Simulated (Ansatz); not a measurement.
# BAs: the cost of one run

Computed with Ansatz 0.2.0 (DFT PBE, scalar-relativistic, plane waves, PAW, unless a step's input says otherwise).

3 further runs of the same task are left out: 1 that didn't finish, 2 set aside as unsound or not needed.

## (1) The system as given

Symmetry: F-43m, No. 216, cubic system. Conventional cell: a = 4.809 Å, b = 4.809 Å, c = 4.809 Å, α = 90.00°, β = 90.00°, γ = 90.00°. B (site symmetry -43m) has 4 As at 2.08 Å as nearest neighbours. As (site symmetry -43m) is surrounded by 4 B at 2.08 Å.

As a file:

```
CELL_PARAMETERS angstrom
0.00000 2.40441 2.40441
2.40441 0.00000 2.40441
2.40441 2.40441 0.00000
ATOMIC_POSITIONS crystal
B 0.00000 0.00000 0.00000
As 0.25000 0.25000 0.25000
```

It is the result of an earlier relaxation at this level (volume 13.90 Å³/atom; gap on the mesh: 1.20 eV).

## (2) Static run: bands, density of states and charges

Input file input.yaml:

```yaml
crystal:
  lattice:
    - [0.0, 2.404411167, 2.404411167]
    - [2.404411167, 0.0, 2.404411167]
    - [2.404411167, 2.404411167, 0.0]
  atoms:
    - { symbol: B, position: [0.0, 0.0, 0.0] }
    - { symbol: As, position: [0.25, 0.25, 0.25] }
basis:
  ecutwfc: 420
kpoints:
  mp_grid: { grid: [10, 10, 10] }
  band_path:
    path:
      - [[0.0, 0.0, 0.0], [-0.5, -0.5, 0.0], [-0.375, -0.375, 0.25]]
      - [[-0.375, 0.0, 0.375], [0.0, 0.0, 0.0], [0.0, 0.0, 0.5], [-0.5, -0.25, 0.25], [-0.5, -0.5, 0.0]]
    npoints: 14
hamiltonian:
  xc: pbe
scf:
  occupations: { method: gaussian, width: 0.02 }
  n_extra_bands: 6
output:
  forces: true
  stress: true
  eigenvalues: true
  populations: true
  dos: { projected: true, de: 0.02, nscf_kmesh: { grid: [15, 15, 15] } }
  bader: true
  write_density: true
  write_potential: true
  elf: true
  volumetric_format: npy
```

The run is started by

```
ansatz run input.yaml --threads 1 --pin off --max-ram 2560MiB --backend cpu --events-out ev --progress --plain --runs-dir out
```

What time and memory should one allow on 1 thread of Intel Xeon 6975P-C (Granite Rapids), shared host?

About 15 s, with a peak of 0.36 GiB.
